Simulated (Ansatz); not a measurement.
# Sb in Ansatz: reference runs

Aim: a first look at Sb with PBE, on the cell as given.

Everything below comes from runs of Ansatz 0.2.0. Logs are shortened: lines on timing, memory, paths and dates and some standing lists are left out, and cuts for length are marked.

## 1. The cell of the first run

The cell holds a slab with vacuum, 4 atoms: a = 3.160 Å, b = 3.160 Å, c = 24.480 Å, α = 90.00°, β = 90.00°, γ = 90.00°.

## 2. Single point, PBE (the (1 0 0) slab of Sb, cut from the database cell, not relaxed)

The input, input.yaml:

```yaml
crystal:
  lattice:
    - [3.16, 0.0, 0.0]
    - [0.0, 3.16, 0.0]
    - [0.0, 0.0, 24.48]
  atoms:
    - { symbol: Sb, position: [0.0, 0.0, 0.306372549] }
    - { symbol: Sb, position: [0.0, 0.0, 0.4354575163] }
    - { symbol: Sb, position: [0.0, 0.0, 0.5645424837] }
    - { symbol: Sb, position: [0.0, 0.0, 0.693627451] }
hamiltonian:
  xc: pbe
  pseudopotentials: { kind: paw }
kpoints:
  mp_grid: { grid: [8, 8, 1] }
scf:
  occupations: { method: fermi_dirac, width: 0.05 }
output:
  forces: true
  eigenvalues: true
  write_density: true
  write_potential: true
  elf: true
  volumetric_format: npy
efield:
  axis: 3
  dipole_correction: true
  ramp_width: 0.04
```

Potentials or basis: Ansatz PAW.

Started as:

```bash
ansatz run input.yaml --threads 4 --pin off --max-ram 11264MiB --backend cpu --events-out ev --progress --plain --runs-dir out
```

Standard output:

```text
Warning: RAYON_NUM_THREADS=4 ignored (pool sized by the plan → 4); use --threads N
Engine: ansatz 0.2.0, aarch64-unknown-linux-gnu
Pseudopotentials: kind: paw
Pseudopotential: Sb, paw, valence charge 15, recommended cutoff 420 eV (normal), Sb.paw.azcp
Functional definition: PBE
  parameter kappa = 0.804
  parameter beta = 0.06672455060314922
  exchange = pbe_x(kappa = kappa, mu = beta*pi^2/3)
  correlation = pbe_c(beta = beta)
Crystal: 4 atoms, lattice volume = 244.447 Å³
Basis set: ecut = 420 eV, 4809 PW (Γ), exchange–correlation on 48×48×360 points (8 copies of the dense FFT grid, shifted against one another)
Bands: 36, of which v1, the nominal top of the filled ones, is band 30 counted from 1 (29 counted from 0)
Symmetry: 8 space group operations
k-points: 15 of 64
Non-local potential: Sb, projectors of the file, l = 0: 2, l = 1: 2, l = 2: 2, l = 3: 2
PAW form: soft (Blöchl's): semilocal exchange-correlation on the pseudo side does not see the compensation charge
PAW one-centre angular grid: Sb, 590 points (default); XC on 64 Gauss nodes
Initial density: superposition of atomic densities (neutral atoms: chi_scale 0, normalization atom), corrected by the library's trained network
Initial wavefunctions: pseudopotential atomic-orbital guess
Functional: x = pbe(κ = 0.804, μ = 0.2195149727645171), c = pbe(β = 0.06672455060314922)
SCF iter   1: F=—  HF=-25937.300364 eV  |F-HF|=—  |Δ(HF+E_count)|=         —  Δρ=1.02e-3  dr2=2.56e-2  ethr=1.77e-3  p=0.000 e·Å  D=6.74e-15 V/Å  ΔV_dip=-0.00 eV  dr2_dipole=4.17e-7  V_vac-E_F(+/−)=4.58/4.58 eV  ⟨swp⟩=8.3  Hψ=2369  notcnv=0  defer=1
efield: sawtooth ramp at fractional position 0.9800 (placed from the atoms, in the widest stretch of the axis that holds none; the zero of the levels goes with the place), width 0.0400; the density the first Hamiltonian is built on has a dipole p = 0.000 e·Å; the dipole correction subtracts the counter field D = 6.74e-15 V/Å, which shifts the + side's vacuum level by -0.00 eV against the − side's; the planar-averaged density in the ramp window peaks in size at 2.0e-5 e/Å³
preconditioner: auto → LDOS  [metal: Δε(μ)=0.069 eV  Ē_g=7.377 eV  σ=0.050 eV  W_gap=0.33  n_scr=44 (ndim 8)  ℏωp=10.6 eV  f_vac=0.452  D(μ)=3.08/eV (n_scr^D=10)  β→1.0]
SCF iter   2: F=—  HF=-25937.296287 eV  |F-HF|=—  |Δ(HF+E_count)|=   4.08e-3  Δρ=9.76e-4  dr2=3.48e-3  ethr=4.26e-5  p=0.000 e·Å  D=3.01e-5 V/Å  ΔV_dip=-0.00 eV  dr2_dipole=5.62e-7  V_vac-E_F(+/−)=4.41/4.41 eV  ⟨swp⟩=2.4  Hψ=1050  notcnv=0  defer=14
SCF iter   3: F=—  HF=-25937.295718 eV  |F-HF|=—  |Δ(HF+E_count)|=   5.70e-4  Δρ=3.80e-4  dr2=1.25e-3  ethr=5.80e-6  p=0.000 e·Å  D=8.82e-6 V/Å  ΔV_dip=-0.00 eV  dr2_dipole=1.06e-8  V_vac-E_F(+/−)=4.41/4.41 eV  ⟨swp⟩=2.1  Hψ=902  notcnv=0  defer=14
SCF iter   4: F=—  HF=-25937.295551 eV  |F-HF|=—  |Δ(HF+E_count)|=   1.67e-4  Δρ=1.21e-4  dr2=7.96e-5  ethr=2.08e-6  p=0.000 e·Å  D=1.99e-7 V/Å  ΔV_dip=-0.00 eV  dr2_dipole=3.94e-9  V_vac-E_F(+/−)=4.39/4.39 eV  ⟨swp⟩=2.5  Hψ=804  notcnv=0  defer=14
SCF iter   5: F=—  HF=-25937.295599 eV  |F-HF|=—  |Δ(HF+E_count)|=   4.87e-5  Δρ=3.01e-5  dr2=3.67e-6  ethr=1.33e-7  p=0.000 e·Å  D=3.95e-8 V/Å  ΔV_dip=-0.00 eV  dr2_dipole=9.10e-10  V_vac-E_F(+/−)=4.38/4.38 eV  ⟨swp⟩=3.0  Hψ=1015  notcnv=0  defer=14
SCF iter   6: F=—  HF=-25937.295600 eV  |F-HF|=—  |Δ(HF+E_count)|=   3.38e-7  Δρ=9.10e-6  dr2=4.47e-7  ethr=6.12e-9  p=0.000 e·Å  D=3.47e-7 V/Å  ΔV_dip=-0.00 eV  dr2_dipole=1.47e-11  V_vac-E_F(+/−)=4.38/4.38 eV  ⟨swp⟩=2.0  Hψ=962  notcnv=0  defer=14
SCF iter   7: F=-25937.295600 eV  HF=-25937.295600 eV  |F-HF|=1.63e-8  |Δ(HF+E_count)|=   3.21e-8  Δρ=2.70e-6  dr2=2.64e-8  ethr=1.67e-10  p=0.000 e·Å  D=5.53e-8 V/Å  ΔV_dip=-0.00 eV  dr2_dipole=2.13e-12  V_vac-E_F(+/−)=4.38/4.38 eV  ⟨swp⟩=14.9  Hψ=4373  notcnv=0
SCF 1 converged in 7 iterations: F = -25937.295600 eV  dr2 = 2.64e-8
WARN: The output density's exchange-correlation potential varies sharply where the density is thin. Do not read a vacuum level from v_tot or v_xc, or from such a field of the output density. On a cell that repeats whose density bears no net charge and no dipole along the vacuum's axis use v_es (v_loc + v_h of the components); under efield.dipole_correction with no amplitude use v_es + v_field, which holds any external_charges[].barrier, or the levels of the report's work_function block, which leave it out; under a non-zero efield.amplitude the vacuum is tilted and has no level; on a cell that repeats and bears such a dipole with no correction it is tilted too, and efield.dipole_correction with no amplitude gives each side of its ramp a level where efield: is served; in a cell that repeats whose density bears a net charge (total_charge, or a fill off its count) it is curved and has none; of a slab under crystal.periodic whose density bears no net charge use v_es, which has a level on each side, short of where the two are joined; of another it falls or rises all the way out and has none; of a slab beside external_charges read slab_vacuum_level instead, which it has where they leave it neutral. The grid or the basis barely resolves most such structure, and the values can differ between equally converged runs; as a rule a tighter scf.convergence.dr2_threshold does not remove it. Where the density itself ripples (under the LDA too) a higher basis.ecutwfc lessens it. The files hold the spikes' plane waves up to the density's cutoff. Files: v_tot_of_output_density and the like, and their columns of v_z.tsv (output.write_potential); v_xc_of_output_density and the like, and their columns of v_comp_z.tsv (output.write_potential_components). Measured: with its Gaussian average of σ = 0.25 Å subtracted twice, the exchange-correlation potential is over 0.1 eV at 400 of the grid points where the equally averaged density (valence and model cores) is under 1e-3 e/Å³, and 1.95 eV at the most among them, at an averaged density of 5.5e-8 e/Å³. The input density's (outcome.potential() and, of a run that writes arrays, v_tot and v_xc) is over 0.1 eV, so measured, at 4 points of its own thin density, 0.116 eV at the most. See output.write_potential in the manual, Limitations
SCF converged after 7 iterations
Free energy (F): -25937.295600 eV
Harris-Foulkes:  -25937.295600 eV  (|F-HF|=1.63e-8)
Internal energy: -25937.269928 eV  (E = F + TS)
E sigma→0 (E₀):  -25937.282764 eV
Entropy (-TS):   -0.025672 eV (-6.418 meV/atom)
Fermi energy:    2.561635 eV
Dipole field:    D = -0.000002 V/Å  (p = -0.000002 e·Å, saw-weighted, corrected)
Work function:   Φ+ = 4.3790 eV   Φ− = 4.3789 eV
Levels:          The Fermi level and band energies are counted from a zero that moves with the ramp; work functions are not
--- Per-component energies (eV) ---
  E_band       = -1100.534895
  E_kinetic    = 821.573614
  E_local      = -39253.643997  (includes V_loc(G=0)·N_el)
  E_nonlocal   = 1446.962586
  E_hartree    = 19120.114548
  E_xc         = -550.682021
  E_vxc        = -380.730413  (∫ρ·V_xc dr)
  E_paw        = -18299.753324  (= ΣΔE_a)
  E_vpaw       = -1974.934721  (= ΣTr[D̂ρ^β])
  E_aug_tail   = -0.000006  (compensation charges beyond the density's cutoff)
  E_efield     = 0.000000  (sawtooth field / dipole correction)
  E_vefield    = 0.000000  (∫n·V_field dr)
  E_ewald      = 10778.158673
  E_smearing   = -0.025672  (= −TS)
  E_closure    = 0.000000  (closes the sum)
  Σ components = -25937.295600   (vs F -25937.295600, Δ=0.00e0)
--- Forces (eV/Å), atoms counted from 1 ---
  atom   1  Sb    -0.00000000     0.00000000     0.55257096
  atom   2  Sb     0.00000000     0.00000000    -0.46687844
  atom   3  Sb    -0.00000000     0.00000000     0.46687836
  atom   4  Sb     0.00000000     0.00000000    -0.55257064
  max |Σ_I F_I| component: 2.36e-7 eV/Å
--- Band table (eV; the first three rows and the last of 15) ---
  k-point 0: bands = ["-26.5487", "-26.5461", "-26.5179", "-26.4559", "-26.4314", "-26.4314", "-26.4200", "-26.4199", "-26.4132", "-26.4132", "-26.4059", "-26.4045", "-26.3354", "-26.3321", "-26.2849", "-26.2849", "-26.2848", "-26.2848", "-26.2777", "-26.2777", "-9.1872", "-8.6669", "-7.9798", "-7.3714", "-1.9460", "-0.3765", "1.6719", "3.9344", "5.8970", "5.8970", "6.3539", "6.3701", "6.3701", "6.7725", "6.9456", "6.9456"]
  k-point 1: bands = ["-26.5369", "-26.5326", "-26.5099", "-26.4496", "-26.4376", "-26.4309", "-26.4189", "-26.4128", "-26.4113", "-26.4098", "-26.4065", "-26.4063", "-26.3289", "-26.3256", "-26.2908", "-26.2907", "-26.2844", "-26.2843", "-26.2830", "-26.2830", "-8.9748", "-8.4541", "-7.7663", "-7.1571", "-1.7421", "-0.1697", "1.8806", "3.8231", "4.1330", "4.3253", "4.9293", "5.4427", "6.1017", "6.5759", "6.5837", "6.9991"]
  k-point 2: bands = ["-26.5266", "-26.5080", "-26.4726", "-26.4528", "-26.4326", "-26.4296", "-26.4271", "-26.4241", "-26.4225", "-26.4117", "-26.3823", "-26.3805", "-26.3049", "-26.3048", "-26.3043", "-26.3016", "-26.2957", "-26.2957", "-26.2833", "-26.2832", "-8.3627", "-7.8401", "-7.1486", "-6.5351", "-1.1732", "0.4026", "0.9379", "1.4458", "2.0482", "2.4985", "2.5846", "4.7484", "6.6614", "7.1386", "7.2479", "7.6431"]
  k-point 14: bands = ["-26.4864", "-26.4839", "-26.4694", "-26.4694", "-26.4480", "-26.4480", "-26.4472", "-26.3823", "-26.3575", "-26.3575", "-26.3452", "-26.3441", "-26.3207", "-26.3207", "-26.3206", "-26.3206", "-26.2617", "-26.2580", "-26.2174", "-26.2174", "-4.6160", "-4.0536", "-3.2766", "-2.5352", "-0.5222", "-0.5222", "-0.0660", "-0.0660", "0.4927", "0.4927", "0.9324", "0.9324", "1.8585", "3.6191", "5.1765", "5.6879"]
```

Wall time 4.3 s (4 threads of Arm Neoverse V1, shared host); peak memory 0.55 GiB.

What came out:

```
Free energy                     : -25937.2956 eV
Largest force                   : 0.553 eV/Å
Band gap on the k mesh          : none (metal or under the smearing width)
Work function of the upper face : 4.38 eV
Work function of the lower face : 4.38 eV
Dipole across the slab          : 0.000 e·Å
```

Forces on the atoms (eV/Å):
```
Sb   0.000  0.000  0.553
Sb   0.000  0.000 -0.467
Sb   0.000  0.000  0.467
Sb   0.000  0.000 -0.553
```
